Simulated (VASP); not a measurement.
A convergence study with VASP on SrF$_{2}$ (space group no. 225 when undisturbed): one setting is varied, all else stays as given below, so the limit is that of these other settings. One atom is moved off its site, so that forces are finite.

```
SrF2
1.0
    0.00000     2.88550     2.88550
    2.88550     0.00000     2.88550
    2.88550     2.88550     0.00000
Sr F
1 2
Direct
  0.00866   0.00866   0.99134
  0.25000   0.25000   0.25000
  0.75000   0.75000   0.75000
```

Computed with PBE GGA, VASP's PBE PAW potentials (set 64) (plane waves; VASP). The tightest run used: 960 eV cut-off, 7×7×7 Γ-centred mesh, Fermi-Dirac smearing of 0.020 eV, potentials Sr_sv F.

Gaps are read on the run's mesh, which can miss a band edge.

**Question.** The settings run are ENCUT = 140; ENCUT = 160; ENCUT = 180; ENCUT = 200; ENCUT = 220; ENCUT = 240; ENCUT = 280; ENCUT = 320; ENCUT = 360; ENCUT = 440; ENCUT = 480; ENCUT = 540; ENCUT = 600; ENCUT = 700; ENCUT = 800; ENCUT = 960. From which on does the energy per atom stay within 0.005 eV/atom of the tightest run?

**Answer.** From ENCUT = 440 on: it is off by 0.0014 there and by no more than 0.005 in any finer run, while ENCUT = 360 is off by 0.0232.
```
setting      E (eV/atom)  pressure (GPa)  largest force (eV/Å)  gap on the mesh (eV)  plane waves  difference judged (eV/atom)
-----------  -----------  --------------  --------------------  --------------------  -----------  ---------------------------
ENCUT = 140      -3.6081         -465.01                 0.590                 7.797          190                       2.0747
ENCUT = 160      -4.1395         -374.97                 0.122                 6.775          229                       1.5433
ENCUT = 180      -5.0780         -295.63                 0.118                 7.352          279                       0.6048
ENCUT = 200      -5.3910         -229.52                 0.176                 7.274          331                       0.2918
ENCUT = 220      -5.6763         -174.29                 0.225                 7.447          363                       0.0065
ENCUT = 240      -5.8889         -130.27                 0.238                 7.393          418                       0.2061
ENCUT = 280      -5.7321          -70.35                 0.235                 7.130          531                       0.0493
ENCUT = 320      -5.7523          -34.11                 0.251                 7.133          637                       0.0695
ENCUT = 360      -5.7060          -14.00                 0.249                 7.087          757                       0.0232
ENCUT = 440      -5.6814            1.03                 0.248                 7.029         1014                       0.0014
ENCUT = 480      -5.6794            3.02                 0.248                 7.021         1161                       0.0033
ENCUT = 540      -5.6791            3.66                 0.248                 7.020         1383                       0.0037
ENCUT = 600      -5.6804            3.52                 0.247                 7.022         1639                       0.0024
ENCUT = 700      -5.6822            3.46                 0.247                 7.025         2029                       0.0006
ENCUT = 800      -5.6828            3.68                 0.247                 7.026         2499                       0.0000
ENCUT = 960      -5.6828            3.82                 0.247                 7.026         3287                       0.0000
```

Left out are rungs that failed or repeat a setting and relaxations that didn't move; long series are thinned to 24 rows.

The structure is a typed SrF2 crystal (space group no. 225). The cell was not relaxed at this level, it is distorted from the ideal structure.
